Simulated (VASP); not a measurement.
# AlP: relaxation of cell and atoms with PBEsol

The system is AlP.

```
Al P
1.0
     0.00000    2.73648    2.73648
     2.73648    0.00000    2.73648
     2.73648    2.73648    0.00000
Al P
1 1
Direct
  0.00000 0.00000 0.00000
  0.25000 0.25000 0.25000
```

The cell is a database's computed one.

```yaml
Program: VASP 6.6.1
Task: relaxation of cell and atoms
Functional: PBEsol
Potentials_or_basis: VASP PAW PBE potentials, release 64 (Al, P)
Cutoff: 300 eV
k_mesh: 8 × 8 × 8
Occupations: gaussian, width 0.02 eV
Spin: no spin polarisation
Further_INCAR_settings: ALGO = Normal; EDIFF = 1e-07; IBRION = 2; EDIFFG = -0.005; NSW = 90; ISIF = 3
```

```json
{
 "Relaxed volume": "20.45 Å³/atom",
 "Relaxed cell": "a = 3.867 Å, b = 3.867 Å, c = 3.867 Å, α = 60.00°, β = 60.00°, γ = 60.00°",
 "Space group after relaxing (to 0.05 Å)": "F-43m (No. 216)",
 "Energy gained by relaxing": "0.0 meV/atom",
 "Ionic steps": "3",
 "Pressure after relaxing": "0.0 GPa",
 "Band gap on the k mesh": "1.45 eV, indirect (least direct gap 3.16 eV)"
}
```

Final structure:
```
Al P
1.0
     0.00000    2.73456    2.73456
     2.73456    0.00000    2.73456
     2.73456    2.73456    0.00000
Al P
1 1
Direct
  0.00000 0.00000 0.00000
  0.25000 0.25000 0.25000
```

Levels at points of the mesh, in eV from the valence-band top:
| k point | band 1 | band 2 | band 3 | band 4 | band 5 | band 6 | band 7 | band 8 |
| --- | --- | --- | --- | --- | --- | --- | --- | --- |
| (0.00, 0.00, 0.00) | -11.50 | 0.00 | 0.00 | 0.00 | 3.16 | 4.51 | 4.51 | 4.51 |
| (0.50, 0.00, 0.00) | -9.81 | -5.56 | -0.76 | -0.76 | 2.72 | 4.75 | 4.75 | 8.07 |
| (0.50, 0.50, 0.00) | -9.15 | -5.32 | -2.11 | -2.11 | 1.45 | 2.37 | 10.96 | 10.96 |

Run time: 4.7 s on 1 thread of Intel(R) Xeon(R) 6975P-C (Granite Rapids), on a shared host, peak memory 0.13 GiB.

Caveat: the cutoff is under 1.25 times the usual one of these potentials, so pressure, stress and relaxed cells hold a basis-set (Pulay) error; the PAW data sets were made with another functional, which shifts forces and pressure a little. As with any semilocal functional, this PBEsol gap is likely too small.
